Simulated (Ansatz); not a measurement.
`N=O` + `F[C](F)F`• → `[N]=O`• + `FC(F)F` at 400 K and 1 bar (hydrogen abstraction from the N–H bond).

Computed with Ansatz on PBE0-D4/def2-TZVP structures; ΔE is electronic, products minus reactants. CCSD(T)/CBS is the MP2 limit (def2-TZVPP, def2-QZVPP) plus CCSD(T) − MP2 in def2-TZVPP, frozen cores. This one scheme is used for every species. Open shells (•) are unrestricted, without spin–orbit coupling.

```
    species  CCSD(T)/CBS energy (Eh)  H − E (kJ/mol)  S (J/(mol·K))
      `N=O`               -130.36585            50.4          230.5
`F[C](F)F`•               -337.34656            49.3          279.9
   `[N]=O`•               -129.77975            23.8          219.5
   `FC(F)F`               -338.02896            84.0          275.7
```

H − E and S are ideal-gas, rigid-rotor, harmonic terms from PBE0-D4/def2-TZVP, with the whole ground term of open shells counted as degenerate. 1 Eh = 2625.50 kJ/mol, R = 8.31446 J/(mol·K).

Problem. By hand: ΔE, ΔH, ΔS and ΔG.

Solution. ΔE = (-129.77975) + (-338.02896) − (-130.36585) − (-337.34656) = -0.09630 Eh = -252.8 kJ/mol. Δ(H − E) = 23.8 + 84.0 − 50.4 − 49.3 = 8.1, so ΔH = -244.7 kJ/mol. ΔS = 219.5 + 275.7 − 230.5 − 279.9 = -15.2 J/(mol·K). ΔG = -244.7 − 400 × (-15.2)/1000 = -238.6 kJ/mol.

Problem. By hand: the equilibrium constant, and the temperature at which ΔG would vanish if ΔH and ΔS stayed fixed.

Solution. log₁₀ K = −ΔG/(RT ln 10) = 31.2. ΔG = 0 at ΔH/ΔS = 16099 K, far beyond where these terms or the molecules hold.

ΔH outweighs TΔS. A doubt of 5 kJ/mol in ΔE shifts log₁₀ K by 0.7 here. These are equilibria of isolated gas molecules and say nothing of rates. Largest T1 diagnostic: 0.024 (customary marks: 0.02 for closed shells, 0.045 for open ones).
